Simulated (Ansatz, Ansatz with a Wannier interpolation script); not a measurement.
## Settings in Wannier-interpolated G0W0: AlN (P6_3mc)

Wanted: errors and cost of interpolated bands of AlN (P6_3mc) under coarser or faulty settings.

Program: Ansatz 0.2.0. Level of theory: maximally localised Wannier functions, LDA, plane waves, PAW. Results are calculated unless marked as measured.

The database entry behind the starting cell differs from later determinations by our own check (inner coordinate u about 0.002 short), so it need not match the best structure at ambient conditions.

**1. Starting point**

It takes space group P6_3mc (No. 186, hexagonal). The conventional cell has a = 3.113 Å, b = 3.113 Å, c = 4.981 Å, α = 90.00°, β = 90.00°, γ = 120.00°. Nearest to Al lie 4 N at 1.89 Å. Nearest to N lie 4 Al at 1.89 Å. Farther neighbours and most contacts between anions are not listed.

As a file:

```cif
data_structure
_symmetry_space_group_name_H-M 'P 1'
_symmetry_Int_Tables_number 1
_cell_length_a 3.1130
_cell_length_b 3.1130
_cell_length_c 4.9810
_cell_angle_alpha 90.000
_cell_angle_beta 90.000
_cell_angle_gamma 120.000
_cell_volume 41.80
loop_
_atom_site_label
_atom_site_type_symbol
_atom_site_fract_x
_atom_site_fract_y
_atom_site_fract_z
_atom_site_occupancy
Al1 Al 0.33333 0.66667 0.00000 1
Al2 Al 0.66667 0.33333 0.50000 1
N3 N 0.33333 0.66667 0.38000 1
N4 N 0.66667 0.33333 0.88000 1
```

The cell and positions come from the Crystallography Open Database and are kept as given unless a step says otherwise. The default PAW set here is soft_1. Its files were made with PBE; for other functionals the partial waves and projectors stay those of PBE.

**2. Wannier model on 9×9×4**

Localised functions give a small Hamiltonian that interpolates between mesh points at no cost.

Contents of input.yaml:

```yaml
crystal:
  lattice:
    - [3.113, 0.0, 0.0]
    - [-1.5565, 2.69593708, 0.0]
    - [0.0, 0.0, 4.981]
  atoms:
    - { symbol: Al, position: [0.33333333, 0.66666667, 0.0] }
    - { symbol: Al, position: [0.66666667, 0.33333333, 0.5] }
    - { symbol: "N", position: [0.33333333, 0.66666667, 0.38] }
    - { symbol: "N", position: [0.66666667, 0.33333333, 0.88] }
kpoints:
  mp_grid: { grid: [9, 9, 4] }
hamiltonian:
  xc: lda
  pseudopotentials: { kind: paw, azcp: { folder: "./paw" } }
scf:
  occupations: { method: fixed }
  n_extra_bands: 30
output:
  wannier:
    kmesh: [9, 9, 4]
    projections:
      - { species: Al, l: s, shell: 3 }
      - { species: Al, l: p, shell: 3 }
      - { species: "N", l: p, shell: 2 }
    minimise: true
    write_hr: true
    seedname: w
    conv_tol: 1.0e-07
    max_iter: 4000
    disentanglement:
      window: [0.65, 23.6]
      frozen_window: [0.65, 14.05]
      conv_tol: 1.0e-08
```

The run is started by

```
> ansatz run input.yaml --threads 3 --pin off --max-ram 92160MiB --backend cuda --events-out ev --progress --plain --runs-dir out --devices 1 --max-vram 13GiB
```

Numbers of over 12 decimals in the logs are rounded to 6 here.

Log:

```text
Warning: <dir> the record states the generating functional pbe (its physics header spells it `PBE`), which answers neither for hamiltonian.xc's functional nor for the lda family's — results may be inconsistent (PPs are generated against a specific XC)
Warning: <dir> the record states the generating functional pbe (its physics header spells it `PBE`), which answers neither for hamiltonian.xc's functional nor for the lda family's — results may be inconsistent (PPs are generated against a specific XC)
scf.n_extra_bands = 30 over 8 filled bands (N_el = 16.0): the run solves 38 bands
GPUs: using 1 of 1 available (devices: 1).
Engine: ansatz 0.2.0, x86_64-unknown-linux-gnu
Pseudopotentials: kind: paw
Pseudopotential: Al, paw, valence charge 3, recommended cutoff 420 eV (normal), <dir>
Pseudopotential: N, paw, valence charge 5, recommended cutoff 420 eV (normal), <dir>
Functional definition: SPW92
  exchange = slater_x
  correlation = pw_c
device memory: the entry about to start is reckoned to put 1.3 GiB on a device that reports 70.9 GiB free (of which the cap on the GPU budget leaves the run 13.0 GiB)
GPU FFT provider: cuFFT
GPU libraries: cuBLAS 13.8.2, cuFFT 12.4.0, cuSOLVER 12.3.4
Crystal: 4 atoms, lattice volume = 41.803 Å³
Basis set: ecut = 420 eV, 809 PW (Γ)
Bands: 38, of which v1, the nominal top of the filled ones, is band 8 counted from 1 (7 counted from 0)
Symmetry: 12 space group operations
Space group: P63mc (ITA 186), of the structure as read, at distance tolerance 3.5e-5 Å
k-points: 36 of 324 (time reversal used)
Non-local potential: Al, projectors of the file, l = 0: 2, l = 1: 2, l = 2: 1
Non-local potential: N, projectors of the file, l = 0: 2, l = 1: 2, l = 2: 1
PAW form: soft (Blöchl's): semilocal exchange-correlation on the pseudo side does not see the compensation charge
PAW frozen core: Al, regenerated for the run's functional, and the local potential with it (the file was generated under x = pbe(κ = 0.804, μ = 0.219515), c = pbe(β = 0.066725))
PAW frozen core: N, regenerated for the run's functional, and the local potential with it (the file was generated under x = pbe(κ = 0.804, μ = 0.219515), c = pbe(β = 0.066725))
PAW one-centre angular grid: Al, 110 points (default); XC on 64 Gauss nodes
PAW one-centre angular grid: N, 110 points (default); XC on 64 Gauss nodes
Initial density: superposition of atomic densities (chi_scale 0.1, normalization cell, long waves kept (reshape's long-wave potential 0.00 eV rms))
Initial wavefunctions: pseudopotential atomic-orbital guess
GPU buffer pool allocated for 20736 grid points (all kernels)
GPU transforms: local potential and band sums: pruned to the plane-wave sphere, on 24×24×36
Functional: x = slater, c = lda
[...]
SCF iter   4: F=—  HF=-1779.697279 eV  |F-HF|=—  |Δ(HF+E_count)|=   3.90e-2  Δρ=8.08e-4  dr2=8.09e-5  ethr=6.65e-4  ⟨swp⟩=2.0  Hψ=765  notcnv=0  defer=1008
SCF iter   5: F=—  HF=-1779.697235 eV  |F-HF|=—  |Δ(HF+E_count)|=   4.38e-5  Δρ=2.68e-4  dr2=9.94e-6  ethr=5.06e-7  ⟨swp⟩=2.1  Hψ=922  notcnv=0  defer=959
SCF iter   6: F=-1779.697228 eV  HF=-1779.697228 eV  |F-HF|=3.27e-8  |Δ(HF+E_count)|=   7.14e-6  Δρ=1.96e-5  dr2=7.94e-8  ethr=6.25e-10  ⟨swp⟩=8.5  Hψ=9957  notcnv=0
SCF 1 converged in 6 iterations: F = -1779.697228 eV  dr2 = 7.94e-8
[...]
device memory: the entry about to start is reckoned to put 1.8 GiB on a device that reports 71.5 GiB free (of which the cap on the GPU budget leaves the run 13.0 GiB)
NSCF: frozen V_eff on 36 k-points
[...]
device memory: the entry about to start is reckoned to put 1.3 GiB on a device that reports 71.8 GiB free (of which the cap on the GPU budget leaves the run 13.0 GiB)
NSCF: frozen V_eff on 40 k-points, pencils in batches of 32, up to order 152
the Wannier pass solved 40 of the 324 points of its mesh, and has the states at the others by symmetry: states obtained by the crystal's operations at points that were solved too leave a residual of 1.88e-13 eV (read by the count's bands and the next), within 6.67e-6 eV
SCF converged after 6 iterations
Free energy (F): -1779.697228 eV
Harris-Foulkes:  -1779.697228 eV  (|F-HF|=3.27e-8)
Internal energy: -1779.697228 eV  (E = F + TS)
E sigma→0 (E₀):  -1779.697228 eV
Fermi energy:    6.814649 eV
--- Per-component energies (eV) ---
  E_band       = 26.153452
  E_kinetic    = 311.958897
  E_local      = -422.109477  (includes V_loc(G=0)·N_el)
  E_nonlocal   = 92.979381
  E_hartree    = 153.606664
  E_xc         = -195.770261
  E_vxc        = -213.080044  (∫ρ·V_xc dr)
  E_paw        = -1128.972378  (= ΣΔE_a)
  E_vpaw       = -50.814891  (= ΣTr[D̂ρ^β])
  E_aug_tail   = 0.001695  (compensation charges beyond the density's cutoff)
  E_ewald      = -591.663271
  E_core_change = 0.271521  (= ΣΔE_core)
  E_smearing   = -0.000000  (= −TS)
  E_closure    = 0.000000  (closes the sum)
  Σ components = -1779.697228   (vs F -1779.697228, Δ=0.00e0)
--- Band table (eV; the first three rows and the last of 36) ---
  k-point 0: bands = [... 4 lower, 5.9824, 6.6364, 6.6364, 6.8146, 11.0521, 13.3701, 17.2930, 17.7869, ... 26 higher]
  k-point 1: bands = [... 4 lower, 6.0734, 6.0734, 6.5356, 6.5356, 11.9827, 13.5021, 16.9571, 17.7585, ... 26 higher]
  k-point 2: bands = [... 4 lower, 6.2995, 6.2995, 6.2995, 6.2995, 13.2354, 13.2354, 16.9890, 16.9890, ... 26 higher]
  k-point 35: bands = [... 4 lower, 2.9566, 2.9566, 6.0301, 6.0301, 14.1195, 14.1195, 14.5603, 14.5603, ... 26 higher]
Wannier search: line search 1 of at most 4000: gauge-dependent spread (as the search counts it) 6.5510629 Å², largest recent change 4.2e0 Å² and fall left 5.1e-2 Å² against conv_tol 1.0e-7 Å², 0 stops escaped
WARN: <dir> 406 periodic images of 390 elements of H(R) lie 4.88e-4 to 1.95e-3 Å beyond their element's nearest image, near the 9.77e-4 Å window within which an element is shared among its images; whether they share it moves the interpolated H(k) by 3.9e-3 eV (Frobenius norm, root mean square over the Brillouin zone); at the model's own mesh points H(k) does not change
```

The job ended after 25 s (1 × NVIDIA H100 80GB HBM3 (shared by 6 runs) with 3 threads of AMD EPYC 7R13 (Zen 3), shared host; peak memory 0.97 GiB).

In the SCF lines HF is the Harris–Foulkes energy and dr2 the Hartree energy of the density residual, in eV; the loop may stop once dr2 is under the threshold and the program's other checks hold. Hψ counts applications of the Hamiltonian.

Numbers from this step:

```
gauge-invariant spread     : 19.17 Å²
diagonal spread            : 0.1544 Å²
off-diagonal spread        : 1.902 Å²
total spread               : 21.22 Å²
least projectability       : 0.2014
localisation steps         : 23
disentanglement steps      : 156
r.m.s. interpolation error : 0.002806 eV
r.m.s. error near the gap  : 0.003505 eV
```

Near the gap the model misses directly solved bands by 3.5 meV r.m.s. and by 19 meV at most in the window tested. This tests the starting bands, not the corrections carried with them.

**3. A faulty Wannier input**

Edit input.yaml of step 2 so:

```diff
@@ -32,3 +32,3 @@
       window: [0.65, 23.6]
-      frozen_window: [0.65, 14.05]
+      frozen_window: [0.65, 23.1]
       conv_tol: 1.0e-08
```

Log:

```text
Warning: <dir> the record states the generating functional pbe (its physics header spells it `PBE`), which answers neither for hamiltonian.xc's functional nor for the lda family's — results may be inconsistent (PPs are generated against a specific XC)
Warning: <dir> the record states the generating functional pbe (its physics header spells it `PBE`), which answers neither for hamiltonian.xc's functional nor for the lda family's — results may be inconsistent (PPs are generated against a specific XC)
scf.n_extra_bands = 30 over 8 filled bands (N_el = 16.0): the run solves 38 bands
GPUs: using 1 of 1 available (devices: 1).
[... 7 set-up lines as in the run before ...]
device memory: the entry about to start is reckoned to put 1.3 GiB on a device that reports 58.3 GiB free (of which the cap on the GPU budget leaves the run 13.0 GiB)
GPU FFT provider: cuFFT
GPU libraries: cuBLAS 13.8.2, cuFFT 12.4.0, cuSOLVER 12.3.4
Crystal: 4 atoms, lattice volume = 41.803 Å³
Basis set: ecut = 420 eV, 809 PW (Γ)
Bands: 38, of which v1, the nominal top of the filled ones, is band 8 counted from 1 (7 counted from 0)
[... 2 set-up lines as in the run before ...]
k-points: 36 of 324 (time reversal used)
[... 1 set-up line as in the run before ...]
[...]
NSCF: frozen V_eff on 40 k-points, pencils in batches of 32, up to order 152
the Wannier pass solved 40 of the 324 points of its mesh, and has the states at the others by symmetry: states obtained by the crystal's operations at points that were solved too leave a residual of 1.88e-13 eV (read by the count's bands and the next), within 6.67e-6 eV
SCF converged after 6 iterations
Free energy (F): -1779.697228 eV
Harris-Foulkes:  -1779.697228 eV  (|F-HF|=3.27e-8)
Internal energy: -1779.697228 eV  (E = F + TS)
E sigma→0 (E₀):  -1779.697228 eV
Fermi energy:    6.814649 eV
--- Per-component energies (eV) ---
  E_band       = 26.153452
  E_kinetic    = 311.958897
  E_local      = -422.109477  (includes V_loc(G=0)·N_el)
  E_nonlocal   = 92.979381
  E_hartree    = 153.606664
  E_xc         = -195.770261
  E_vxc        = -213.080044  (∫ρ·V_xc dr)
  E_paw        = -1128.972378  (= ΣΔE_a)
  E_vpaw       = -50.814891  (= ΣTr[D̂ρ^β])
  E_aug_tail   = 0.001695  (compensation charges beyond the density's cutoff)
  E_ewald      = -591.663271
  E_core_change = 0.271521  (= ΣΔE_core)
  E_smearing   = -0.000000  (= −TS)
  E_closure    = 0.000000  (closes the sum)
  Σ components = -1779.697228   (vs F -1779.697228, Δ=0.00e0)
--- Band table (eV; the first three rows and the last of 36) ---
  k-point 0: bands = [... 4 lower, 5.9824, 6.6364, 6.6364, 6.8146, 11.0521, 13.3701, 17.2930, 17.7869, ... 26 higher]
  k-point 1: bands = [... 4 lower, 6.0734, 6.0734, 6.5356, 6.5356, 11.9827, 13.5021, 16.9571, 17.7585, ... 26 higher]
  k-point 2: bands = [... 4 lower, 6.2995, 6.2995, 6.2995, 6.2995, 13.2354, 13.2354, 16.9890, 16.9890, ... 26 higher]
  k-point 35: bands = [... 4 lower, 2.9566, 2.9566, 6.0301, 6.0301, 14.1195, 14.1195, 14.5603, 14.5603, ... 26 higher]
WARN: one of the run's output files is refused, and neither it nor the files that depend on it are written in full: <dir> frozen window holds 17 > num_wann = 14 bands at ik = 0 (ik counts from 0, the k-points of the .win, .mmn and .eig files from 1)
```

Wall time 14 s (1 × NVIDIA H100 80GB HBM3 (shared by 6 runs) with 3 threads); peak memory 0.91 GiB.

The run ended with an error after its SCF cycle had converged; no result of it is taken.

The fault put into this input: a frozen window with more states than functions.

**4. G0W0: 9×9×4 mesh, 192 empty bands, screening to 160 eV**

G0W0 replaces the xc potential by the self-energy, built once from these orbitals. Only a window of levels is corrected, while the sums run over the empty bands that the input names.

This step: G0W0 on LDA, plane waves, PAW.

input.yaml, the sections that differ from step 3:

```yaml
scf:
  occupations: { method: fixed }
gw:
  n_empty_bands: 192
  ecut_chi: 160.0
  qp_bands: [v6, c2]
  screening: { model: contour_deformation }
# crystal, kpoints, hamiltonian: as in step 3
# output: removed
```

Log:

```text
[...]
GPUs: using 1 of 1 available (devices: 1).
[...]
GPU FFT provider: cuFFT
GPU libraries: cuBLAS 13.8.2, cuFFT 12.4.0, cuSOLVER 12.3.4
Crystal: 4 atoms, lattice volume = 41.803 Å³
Basis set: ecut = 420 eV, 809 PW (Γ)
Bands: 12, of which v1, the nominal top of the filled ones, is band 8 counted from 1 (7 counted from 0)
[... 1 set-up line as in the run before ...]
[...]
0    10     13.3701    -8.0559    -4.5202   -13.6564  0.8218    14.4596    14.4505  root
[...]
35     7      6.0301   -21.6958     3.1541   -17.6519  0.7768     5.1324     5.1402  root
    35     8      6.0301   -21.6958     3.1541   -17.6519  0.7768     5.1324     5.1402  root
    35     9     14.1195    -6.9202    -4.7389   -12.6642  0.8034    15.1348    15.1246  root
    35    10     14.1195    -6.9202    -4.7389   -12.6642  0.8034    15.1348    15.1246  root
[key lines of the parts left out:]
SCF converged after 6 iterations
Free energy (F): -1779.697228 eV
Fermi energy:    6.814677 eV
```

Wall time 52 s (1 × NVIDIA H100 80GB HBM3 (shared by 6 runs) with 3 threads); peak memory 1.3 GiB.

The G0W0 gap on the mesh is 5.888 eV.

**5. G0W0: 3×3×2 mesh, 192 empty bands, screening to 160 eV**

Edit input.yaml of step 4 so:

```diff
@@ -11,3 +11,3 @@
 kpoints:
-  mp_grid: { grid: [9, 9, 4] }
+  mp_grid: { grid: [3, 3, 2] }
 hamiltonian:
```

Log:

```text
[...]
GPUs: using 1 of 1 available (devices: 1).
[...]
GPU FFT provider: cuFFT
GPU libraries: cuBLAS 13.8.2, cuFFT 12.4.0, cuSOLVER 12.3.4
Crystal: 4 atoms, lattice volume = 41.803 Å³
Basis set: ecut = 420 eV, 809 PW (Γ)
Bands: 12, of which v1, the nominal top of the filled ones, is band 8 counted from 1 (7 counted from 0)
[... 1 set-up line as in the run before ...]
[...]
k-points: 6 of 18
[...]
0    10     13.3816    -7.7736    -4.8287   -13.6427  0.8122    14.4324    14.4220  root
[...]
5     7      6.0813   -21.8014     3.3093   -17.6408  0.7728     5.2222     5.2300  root
     5     8      6.0813   -21.8014     3.3093   -17.6408  0.7728     5.2222     5.2300  root
     5     9     14.1424    -6.9216    -4.8146   -12.6609  0.7995    15.0765    15.0671  root
     5    10     14.1424    -6.9216    -4.8146   -12.6609  0.7995    15.0765    15.0671  root
[key lines of the parts left out:]
SCF converged after 6 iterations
Free energy (F): -1779.507803 eV
Fermi energy:    6.868408 eV
```

It took 20 s on 1 × NVIDIA H100 80GB HBM3 (shared by 6 runs) with 3 threads; peak memory 1 GiB; 5.6 s of CPU time.

The G0W0 gap on the mesh is 5.802 eV.

**6. G0W0: 9×9×4 mesh, 89 empty bands, screening to 96 eV, plasmon pole**

input.yaml, the sections that differ from step 5:

```yaml
kpoints:
  mp_grid: { grid: [9, 9, 4] }
gw:
  n_empty_bands: 89
  ecut_chi: 96
  qp_bands: [v6, c2]
  screening: { model: godby_needs }
# crystal, hamiltonian, scf: as in step 5
```

Log:

```text
[...]
GPUs: using 1 of 1 available (devices: 1).
[...]
GPU FFT provider: cuFFT
GPU libraries: cuBLAS 13.8.2, cuFFT 12.4.0, cuSOLVER 12.3.4
Crystal: 4 atoms, lattice volume = 41.803 Å³
Basis set: ecut = 420 eV, 809 PW (Γ)
Bands: 12, of which v1, the nominal top of the filled ones, is band 8 counted from 1 (7 counted from 0)
[... 1 set-up line as in the run before ...]
[...]
0    10     13.3701    -8.0559    -4.3727   -13.6564  0.8284    14.6064    14.5980  root
[...]
35     7      6.0301   -21.6958     3.4875   -17.6519  0.7895     5.4717     5.4736  root
    35     8      6.0301   -21.6958     3.4875   -17.6519  0.7895     5.4717     5.4736  root
    35     9     14.1195    -6.9202    -4.5151   -12.6642  0.8157    15.3579    15.3484  root
    35    10     14.1195    -6.9202    -4.5151   -12.6642  0.8157    15.3579    15.3484  root
[key lines of the parts left out:]
SCF converged after 6 iterations
Free energy (F): -1779.697228 eV
Fermi energy:    6.814677 eV
```

Elapsed: 62 s, on 1 × NVIDIA H100 80GB HBM3 (shared by 6 runs) with 3 threads; peak memory 1.4 GiB; 92 s of CPU time.

The G0W0 gap on the mesh is 5.703 eV.

**7. Interpolated results**

Times are wall times on 1 × NVIDIA H100 80GB HBM3 (shared by 6 runs) with 3 threads of AMD EPYC 7R13 (Zen 3), shared host, good to a factor of about two.

| GW mesh | empty bands | cutoff (eV) | frequency | gap on mesh (eV) | gap over zone (eV) | direct gap (eV) | valence width (eV) | GW time |
| --- | --- | --- | --- | --- | --- | --- | --- | --- |
| 9×9×4 | 192 | 160 | contour deformation | 5.888 | 5.888 | 5.888 | 6.259 | 52 s |
| 3×3×2 | 192 | 160 | contour deformation | 5.802 | 5.826 | 5.826 | 6.299 | 20 s |
| 9×9×4 | 89 | 96 | plasmon pole | 5.703 | 5.703 | 5.703 | 6.640 | 62 s |

**8. Results**

| Item | Value |
| --- | --- |
| 9×9×4 mesh, 192 empty bands, screening to 160 eV | 5.89 eV |
| 3×3×2 mesh, 192 empty bands, screening to 160 eV | 5.83 eV |
| 9×9×4 mesh, 89 empty bands, screening to 96 eV, plasmon pole | 5.70 eV |

What this shows: The largest change, −0.19 eV in the gap over the zone, comes with 9×9×4 mesh, 89 empty bands, screening to 96 eV, plasmon pole. The first run is a reference, not a converged one, and where a row moves several settings no single cause can be named. Rows on another GW mesh add that mesh's corrections to the bands of the one model. With 3×3×2 mesh, 192 empty bands, screening to 160 eV the gap over the zone moves by −0.06 eV and that on the mesh by −0.09 eV. With 9×9×4 mesh, 89 empty bands, screening to 96 eV, plasmon pole the gap over the zone moves by −0.19 eV and that on the mesh by −0.19 eV. Gaps over the zone and on the mesh differ where an edge lies off the mesh, or where a GW run starts from another density: the starting gap over the zone is 4.237 eV, on the GW meshes it is 4.237 eV and 4.213 eV.

[Paths, hosts, dates, memory and timing lines, banners, echoed tables and standing remarks are left out of the program output.]

[Logs are printed without paths, hosts, clocks, repeated set-up lines and the standing remarks that a program may print on its own settings, such as how far it seeks lower states.]

[Runs of the session that timed out or met a known fault of the program may be left out.]

[Hosts, paths, dates, database ids (printed as entryN), source tags and the programs' standing remarks are cut or masked in the printed files.]
